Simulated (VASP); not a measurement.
Runs of VASP 6.6.1 on GaP. Symmetry: F-43m, No. 216, cubic system. Conventional cell: a = 5.451 Å, b = 5.451 Å, c = 5.451 Å, α = 90.00°, β = 90.00°, γ = 90.00°. Ga (site symmetry -43m) is surrounded by 4 P at 2.36 Å. P (site symmetry -43m) has 4 Ga at 2.36 Å as nearest neighbours. 

```csv
task,level,spin,screening parameter,exchange at q = 0,share of exact exchange,gap on the mesh (eV),pressure (GPa)
band structure,HSE06,off,0.2 1/A,-,-,2.31,0.6
band structure,HSE03,off,-,-,-,2.13,0.8
band structure,PBE0,off,-,truncated,-,(b),(c)
band structure,r2SCAN-EpsX,off,-,truncated,0.0895,2.33,(a)
single point,HSE06,"SOC, no magnetisation",0.2 1/A,-,-,-,0.5
```

Alike in all rows: potentials or basis VASP PAW PBE potentials, release 64 (Ga_d, P); cell as given; k mesh 6 × 6 × 6; cutoff (eV) 520; smearing gaussian 0.02 eV.

Problem. Fill in the values left out.

Solution. (a) -0.3; (b) 2.96; (c) 0.3.

Caveats: the PAW data sets were made with another functional, which shifts forces and pressure a little.

A k mesh can miss the band edges, and rows without SOC leave out spin-orbit coupling on Ga.
